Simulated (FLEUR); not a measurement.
# TaN (Fm-3m) in FLEUR: a series of runs, part 2 of 2

FLEUR MaX-R8.1 (later development tree). The steps go on from the part before.

### 3 Single point, RPBE

The input, inp.xml:

```xml
<?xml version="1.0" encoding="UTF-8" standalone="no"?>
<fleurInput fleurInputVersion="0.39">
   <comment>
      TaN                                                                                                 
   </comment>
   <calculationSetup>
      <cutoffs Kmax="4.93" Gmax="15.3" GmaxXC="15.3" numbands="0"/>
      <scfLoop itmax="60" minDistance="0.00001" maxIterBroyd="15" imix="Anderson" alpha="0.05" precondParam="0.0" spinf="2.0" sdNocoIR="T"/>
      <coreElectrons ctail="T" frcor="F" kcrel="0" coretail_lmax="0"/>
      <xcFunctional name="Rpbe" relativisticCorrections="F"/>
      <magnetism jspins="1"/>
      <soc l_soc="F" theta="0.0" phi="0.0" spav="F"/>
      <expertModes spex="0" secvar="F"/>
      <geometryOptimization l_f="F" forcealpha="1.0" forcemix="BFGS" epsdisp="0.00001" epsforce="0.00001"/>
      <ldaU l_linMix="F" mixParam="0.05" spinf="1.0"/>
   </calculationSetup>
   <cell>
      <bzIntegration valenceElectrons="32.0" mode="hist" fermiSmearingEnergy="0.00183747">
         <kPointListSelection listName="default-1"/>
         <!-- k-points included here -->
         <xi:include xmlns:xi="http://www.w3.org/2001/XInclude" href="kpts.xml"> </xi:include>
      </bzIntegration>
      <!-- symmetry operations included here -->
      <xi:include xmlns:xi="http://www.w3.org/2001/XInclude" href="sym.xml"> </xi:include>
      <bulkLattice scale="1.0">
         <bravaisMatrix>
            <row-1>    0.0000000000000000     4.1787948430288457     4.1787948430288457</row-1>
            <row-2>    4.1787948430288457     0.0000000000000000     4.1787948430288457</row-2>
            <row-3>    4.1787948430288457     4.1787948430288457     0.0000000000000000</row-3>
         </bravaisMatrix>
      </bulkLattice>
   </cell>
   <atomSpecies>
      <species name="Tantalum (Ta)" element="Ta" atomicNumber="73">
         <mtSphere radius="2.37" gridPoints="791" logIncrement="0.017"/>
         <atomicCutoffs lmax="10" lnonsphr="10"/>
         <electronConfig flipSpins="F">
            <coreConfig>(1s1/2) (2s1/2) (2p1/2) (2p3/2) (3s1/2) (3p1/2) (3p3/2) (4s1/2) (3d3/2) (3d5/2) (4p1/2) (4p3/2) (4d3/2) (4d5/2)</coreConfig>
            <valenceConfig>(5s1/2) (5p1/2) (5p3/2) (6s1/2) (4f5/2) (4f7/2) (5d3/2) (5d5/2)</valenceConfig>
            <stateOccupation state="(5d3/2)" spinUp="0.600000" spinDown="0.600000"/>
            <stateOccupation state="(5d5/2)" spinUp="0.900000" spinDown="0.900000"/>
         </electronConfig>
         <energyParameters s="6" p="6" d="5" f="4"/>
         <lo type="SCLO" l="0" n="5" eDeriv="0"/>
         <lo type="SCLO" l="1" n="5" eDeriv="0"/>
         <lo type="SCLO" l="2" n="5" eDeriv="2"/>
         <lo type="SCLO" l="3" n="4" eDeriv="2"/>
      </species>
      <species name="Nitrogen (N)" element="N" atomicNumber="7">
         <mtSphere radius="1.46" gridPoints="489" logIncrement="0.021"/>
         <atomicCutoffs lmax="8" lnonsphr="8"/>
         <electronConfig flipSpins="F">
            <coreConfig>(1s1/2)</coreConfig>
            <valenceConfig>(2s1/2) (2p1/2) (2p3/2)</valenceConfig>
            <stateOccupation state="(2p1/2)" spinUp="0.500000" spinDown="0.500000"/>
            <stateOccupation state="(2p3/2)" spinUp="1.000000" spinDown="1.000000"/>
         </electronConfig>
         <energyParameters s="2" p="2" d="3" f="4"/>
         <lo type="SCLO" l="0" n="2" eDeriv="2"/>
         <lo type="SCLO" l="1" n="2" eDeriv="2"/>
         <lo type="SCLO" l="2" n="3" eDeriv="2"/>
      </species>
   </atomSpecies>
   <atomGroups>
      <atomGroup species="Tantalum (Ta)">
         <relPos label="                   1">1.000/2.000 1.000/2.000 1.000/2.000</relPos>
         <force calculate="T" relaxXYZ="TTT"/>
      </atomGroup>
      <atomGroup species="Nitrogen (N)">
         <relPos label="                   2">.0000000000 .0000000000 .0000000000</relPos>
         <force calculate="T" relaxXYZ="TTT"/>
      </atomGroup>
   </atomGroups>
   <output dos="F" band="F" slice="F">
      <checks vchk="F" cdinf="F"/>
      <bandDOS minEnergy="-.5*Htr" maxEnergy="0.5*Htr" sigma="0.015" storeEVData="T"/>
      <vacuumDOS vacdos="F" integ="F" star="F" nstars="0" locx1="0.0" locy1="0.0" locx2="0.0" locy2="0.0" nstm="0" tworkf="0.0"/>
      <unfoldingBand unfoldBand="F" supercellX="1" supercellY="1" supercellZ="1"/>
      <plotting iplot="0" polar="F">
         <plot TwoD="T" vec1="  1.0  0.0  0.0" vec2="  0.0  1.0  0.0" vec3="  0.0  0.0  1.0" zero="  0.0  0.0  0.0" file="plot"/>
      </plotting>
      <chargeDensitySlicing numkpt="0" minEigenval="0.0" maxEigenval="0.0" nnne="0" pallst="F"/>
      <specialOutput eonly="F"/>
      <moessbauerParams electricFieldGradient="T" isomerShift="T" coreHyperfine="T" valenceHyperfine="T"/>
      <magneticCircularDichroism mcd="F" energyLo="-10.0" energyUp="0.0"/>
   </output>
  <!-- We include the file relax.xml here to enable relaxations (see documentation) -->
  <xi:include xmlns:xi="http://www.w3.org/2001/XInclude" href="relax.xml"> <xi:fallback/> </xi:include>
</fleurInput>
```

The input, crystal.txt:

```
TaN
&input cartesian=F /
0.0000000000  2.2113230000  2.2113230000
2.2113230000  0.0000000000  2.2113230000
2.2113230000  2.2113230000  0.0000000000
1.8897261246
1.0 1.0 1.0

2
73 0.5000000000  0.5000000000  0.5000000000
7 0.0000000000  0.0000000000  0.0000000000

&kpt div1=10 div2=10 div3=10 gamma=T /
```

Potentials or basis: all-electron, FLAPW.

The run is started by

```console
inpgen -f crystal.txt -profile fastHighL
# inp.xml edited to the form shown
fleur_MPI
```

The log of the run:

```text
Welcome to FLEUR        (www.flapw.de)
      MaX-Release 8.1          (www.max-centre.eu)

 ========== k-point set info ==========
 Selected k-point list: default-1
 k-point list type: mesh
 10 x 10 x 10
 Number of k points: 47

 ------------Calculation Setup---------------------------
 Number of MPI-tasks      :            1
 Number of PE/node        :            1
 Number of OMP-threads    :            1
 Most efficient MPI parallelization for:
           1          47
 Additional eigenvalue parallelization possible
 Number of basis functions:          363
 Approximate size of matrices (H+S) per k-point:         0.002 GB
 --------------------------------------------------------
 Iteration:     1   Distance:      26.38984929 me/bohr^3
 Iteration:     2   Distance:      22.33573101 me/bohr^3
 Iteration:     3   Distance:       8.48498875 me/bohr^3
 Iteration:     4   Distance:       6.31837509 me/bohr^3
 Iteration:     5   Distance:       3.49172261 me/bohr^3
 Iteration:     6   Distance:       0.53795090 me/bohr^3
 Iteration:     7   Distance:       0.44125351 me/bohr^3
 Iteration:     8   Distance:       0.07248711 me/bohr^3
 Iteration:     9   Distance:       0.13752173 me/bohr^3
 Iteration:    10   Distance:       0.01684339 me/bohr^3
 Iteration:    11   Distance:       0.00347976 me/bohr^3
 Iteration:    12   Distance:       0.00248353 me/bohr^3
 Iteration:    13   Distance:       0.00035163 me/bohr^3
 Iteration:    14   Distance:       0.00008320 me/bohr^3
 Iteration:    15   Distance:       0.00001088 me/bohr^3
 Iteration:    16   Distance:       0.00000906 me/bohr^3

 ********************************************************************
 Run finished successfully
 Stop message:
   all done
 ********************************************************************
```

out.xml (last iteration):

```text
<iteration numberForCurrentRun="   16" overallNumber="   16">
         <energyParameters units="Htr">
            <atomicEP atomType="1" spin="1" branch="6s" branchLowest="-1.82" branchHighest="2.76" value="0.3844182894"/>
            <atomicEP atomType="1" spin="1" branch="6p" branchLowest="-0.50" branchHighest="3.78" value="0.5126646304"/>
            <atomicEP atomType="1" spin="1" branch="5d" branchLowest="-7.33" branchHighest="1.24" value="0.5490159443"/>
            <atomicEP atomType="1" spin="1" branch="4f" branchLowest="-9.99" branchHighest="-0.08" value="-0.0546259699"/>
            <loAtomicEP atomType="1" spin="1" branch="5s" branchLowest="-19.03" branchHighest="-1.82" value="-1.8588275283"/>
            <loAtomicEP atomType="1" spin="1" branch="5p" branchLowest="-13.89" branchHighest="-0.50" value="-0.6513332099"/>
            <loAtomicEP atomType="1" spin="1" branch="5d" branchLowest="-7.33" branchHighest="1.24" value="0.5462274713"/>
            <loAtomicEP atomType="1" spin="1" branch="4f" branchLowest="-9.99" branchHighest="-0.08" value="-0.0788718131"/>
            <atomicEP atomType="2" spin="1" branch="2s" branchLowest="-13.22" branchHighest="1.60" value="-0.0351510954"/>
            <atomicEP atomType="2" spin="1" branch="2p" branchLowest="-9.99" branchHighest="1.77" value="0.2766595876"/>
            <atomicEP atomType="2" spin="1" branch="3d" branchLowest="-9.99" branchHighest="6.00" value="0.5156988504"/>
            <atomicEP atomType="2" spin="1" branch="4f" branchLowest="-9.99" branchHighest="10.08" value="0.6758691169"/>
            <loAtomicEP atomType="2" spin="1" branch="2s" branchLowest="-13.22" branchHighest="1.60" value="-0.0351510954"/>
            <loAtomicEP atomType="2" spin="1" branch="2p" branchLowest="-9.99" branchHighest="1.77" value="0.2766047407"/>
            <loAtomicEP atomType="2" spin="1" branch="3d" branchLowest="-9.99" branchHighest="6.00" value="0.5156996372"/>
         </energyParameters>
         <eigenvalues>
            <eigenvaluesAt spin="1" ikpt="1" k_x="0.00000000" k_y="0.00000000" k_z="0.00000000">
                      -1.8606492854       -0.6192981765       -0.6192981765       -0.6192981765       -0.0867874205
                      -0.0867874205       -0.0867874205       -0.0854911025       -0.0843027908       -0.0843027908
                      -0.0843027908        0.0001170180        0.5545965345        0.5545965345        0.5545965345
                       0.6208397006        0.6208397006        0.6208397006        0.6998870978        0.6998870978
                       0.7413479717        1.0297788529        1.5628151417        1.5628151417        1.5628151417
            </eigenvaluesAt>
            <eigenvaluesAt spin="1" ikpt="2" k_x="0.00000000" k_y="0.00000000" k_z="0.10000000">
                      -1.8604692626       -0.6223117745       -0.6195741796       -0.6195741796       -0.0869655723
                      -0.0866661262       -0.0866661262       -0.0853978872       -0.0844340353       -0.0844340353
                      -0.0842981892        0.0086308522        0.5146868388        0.5284673239        0.5284673239
                       0.6336903619        0.6336903619        0.6354328513        0.7322764273        0.7322764273
                       0.7678751073        1.0560030897        1.4636816367        1.5064138332        1.5064138332
            </eigenvaluesAt>
            <eigenvaluesAt spin="1" ikpt="3" k_x="0.00000000" k_y="0.00000000" k_z="0.20000000">
                      -1.8599972104       -0.6299865997       -0.6202940993       -0.6202940993       -0.0873778615
                      -0.0863467961       -0.0863467961       -0.0851442719       -0.0847620505       -0.0847620505
                      -0.0842830529        0.0318133008        0.4480069402        0.4858571033        0.4858571033
[... 26 lines left out ...]
            <state n="2" l="1" j="1.5" energy="-358.0977725142" weight="2.0000000000"/>
            <state n="3" l="0" j="0.5" energy="-96.4297212033" weight="1.0000000000"/>
            <state n="3" l="1" j="0.5" energy="-88.0406424220" weight="1.0000000000"/>
            <state n="3" l="1" j="1.5" energy="-77.9903591302" weight="2.0000000000"/>
            <state n="4" l="0" j="0.5" energy="-19.0256972771" weight="1.0000000000"/>
            <state n="3" l="2" j="1.5" energy="-63.8827354476" weight="2.0000000000"/>
            <state n="3" l="2" j="2.5" energy="-61.6942827305" weight="3.0000000000"/>
            <state n="4" l="1" j="0.5" energy="-15.5686203243" weight="1.0000000000"/>
            <state n="4" l="1" j="1.5" energy="-13.2563736492" weight="2.0000000000"/>
            <state n="4" l="2" j="1.5" energy="-7.5895299989" weight="2.0000000000"/>
            <state n="4" l="2" j="2.5" energy="-7.1647818108" weight="3.0000000000"/>
         </coreStates>
         <coreStates atomType="     2" atomicNumber="  7" spin="1" kinEnergy="     44.3809106085" eigValSum="    -26.4319795397" lostElectrons=" 0.000007">
            <state n="1" l="0" j="0.5" energy="-13.2159897698" weight="1.0000000000"/>
         </coreStates>
         <allElectronCharges>
            <spinDependentCharge spin="1" total="80.0000000" interstitial="3.9846182" mtSpheres="76.0153818"/>
            <totalCharge value="79.9999999983"/>
         </allElectronCharges>
         <moessbauerParams unitsHFF="kG" unitsIS="e/bohr^3" unitsEFG="Htr/bohr^2">
            <coreIsomerShift atomType="1" isTotal="1396505.42554">
               <shell n="1" l="0" isomerShift="1171105.85606"/>
               <shell n="2" l="0" isomerShift="166194.88489"/>
               <shell n="2" l="1" isomerShift="9792.47873"/>
               <shell n="3" l="0" isomerShift="37227.05550"/>
               <shell n="3" l="1" isomerShift="2448.05463"/>
               <shell n="4" l="0" isomerShift="9149.81535"/>
               <shell n="3" l="2" isomerShift="0.00094"/>
               <shell n="4" l="1" isomerShift="587.27921"/>
               <shell n="4" l="2" isomerShift="0.00023"/>
            </coreIsomerShift>
            <coreIsomerShift atomType="2" isTotal="202.66677">
               <shell n="1" l="0" isomerShift="202.66677"/>
            </coreIsomerShift>
            <isomerShift atomType="1" nucleusRadius="0.0001336" averageDensity="1398117.09159"/>
            <isomerShift atomType="2" nucleusRadius="0.0000569" averageDensity="211.45946"/>
            <electricFieldGradient atomType="1" VXX="0.00000" VYY="0.00000" VZZ="0.00000" asymParam="0.00000">
            </electricFieldGradient>
            <electricFieldGradient atomType="2" VXX="0.00000" VYY="0.00000" VZZ="0.00000" asymParam="0.00000">
            </electricFieldGradient>
         </moessbauerParams>
         <totalEnergy                                    value="   -15681.4519847763" units="Htr">
            <sumOfEigenvalues                            value="    -9566.0381160305">
               <coreElectrons value="-9561.3651450273"/>
               <valenceElectrons value="-4.6729710032"/>
            </sumOfEigenvalues>
            <densityCoulombPotentialIntegral value="-26744.3428791231"/>
            <densityEffectivePotentialIntegral value="-27166.8353182434"/>
            <chargeDenXCDenIntegral value="-325.1173072864"/>
            <FockExchangeEnergyValence value="0.0000000000"/>
            <FockExchangeEnergyCore value="0.0000000000"/>
            <atomTypeDependentContributions atomType="1">
               <electronNucleiInteractionDifferentMTs value="19462.4111785494"/>
               <MadelungTerm value="-55.3225744228"/>
            </atomTypeDependentContributions>
            <atomTypeDependentContributions atomType="2">
               <electronNucleiInteractionDifferentMTs value="62.2816059703"/>
               <MadelungTerm value="-4.9450811988"/>
            </atomTypeDependentContributions>
            <tkbTimesEntropy value="0.0001958436"/>
            <freeEnergy value="-15681.4521806199"/>
            <extrapolationTo0K value="-15681.4520826981"/>
         </totalEnergy>
         <densityConvergence units="me/bohr^3">
            <chargeDensity spin="1" distance="0.0000090629"/>
         </densityConvergence>
      </iteration>
```

Wall time 38 s (1 thread of Arm Neoverse V2, shared host); peak memory 0.07 GiB.

Results:

| Item | Value |
| --- | --- |
| Free energy | -426714.0522 eV |
| Band gap on the k mesh | none (metal or under the smearing width) |
| Valence electrons inside the program's atomic spheres | Ta 24.47; N 3.55 (radii Ta 2.37, N 1.46 bohr) |

Core levels (eV from the Fermi level):
```
atom                                                                                                                                                                                                          levels
1 Ta  1s1/2 -67277.9, 2s1/2 -11548.5, 2p1/2 -11033.2, 2p3/2 -9763.3, 3s1/2 -2642.9, 3p1/2 -2414.7, 3p3/2 -2141.2, 4s1/2 -536.7, 3d3/2 -1757.3, 3d5/2 -1697.7, 4p1/2 -442.6, 4p3/2 -379.7, 4d3/2 -225.5, 4d5/2 -213.9
 2 N                                                                                                                                                                                                    1s1/2 -378.6
```

The run has no spin-orbit coupling, so splittings on Ta are missing.

### 4 Single point, AM05

inp.xml: that of step 3 with these lines changed.

```diff
@@ -9,3 +9,5 @@
       <coreElectrons ctail="T" frcor="F" kcrel="0" coretail_lmax="0"/>
-      <xcFunctional name="Rpbe" relativisticCorrections="F"/>
+      <xcFunctional name="LibXC" relativisticCorrections="F">
+         <LibXCName exchange="gga_x_am05" correlation="gga_c_am05"/>
+      </xcFunctional>
       <magnetism jspins="1"/>
```

crystal.txt is that of step 3.

The run is started by

```console
inpgen -f crystal.txt -profile fastHighL
# inp.xml edited to the form shown
fleur_MPI
```

It took 33 s on 1 thread of Arm Neoverse V2, shared host; peak memory 0.07 GiB.

The run converged. Its results:

- Free energy: -426449.9883 eV
- Band gap on the k mesh: none (metal or under the smearing width)
- Valence electrons inside the program's atomic spheres: Ta 24.50; N 3.51 (radii Ta 2.37, N 1.46 bohr)

Levels at points of the mesh, in eV from the Fermi level:
| k point | band 12 | band 13 | band 14 | band 15 | band 16 | band 17 | band 18 | band 19 | band 20 | band 21 |
| --- | --- | --- | --- | --- | --- | --- | --- | --- | --- | --- |
| (0.00, 0.00, 0.00) | -18.64 | -3.75 | -3.75 | -3.75 | -2.10 | -2.10 | -2.10 | 0.00 | 0.00 | 1.36 |
| (0.00, 0.00, 0.50) | -15.62 | -10.29 | -7.48 | -7.48 | 1.84 | 1.84 | 1.93 | 3.64 | 7.36 | 7.36 |
| (0.00, 0.50, 0.50) | -17.37 | -6.63 | -5.42 | -4.58 | -4.58 | 2.02 | 3.46 | 3.46 | 4.38 | 6.54 |

Core levels (eV from the Fermi level):
```tsv
atom	levels
1 Ta	1s1/2 -67223.1, 2s1/2 -11540.7, 2p1/2 -11030.4, 2p3/2 -9761.7, 3s1/2 -2640.6, 3p1/2 -2413.8, 3p3/2 -2140.8, 4s1/2 -535.1, 3d3/2 -1757.6, 3d5/2 -1698.0, 4p1/2 -441.7, 4p3/2 -378.6, 4d3/2 -225.0, 4d5/2 -213.5
2 N	1s1/2 -375.8
```

The run has no spin-orbit coupling, so splittings on Ta are missing.

### 5 Overview

```csv
level,gap on the mesh (eV)
PBEsol,none
RPBE,none
AM05,none
```

Alike in all rows: task single point; potentials or basis all-electron, FLAPW; no spin polarisation; cell as given; k mesh 10 × 10 × 10; smearing fermi-dirac 0.05 eV; kmax 4.93 1/bohr.

Every run on the cell as given and a fine mesh finds a metal.

Compare energies only between runs with the same functional and basis.
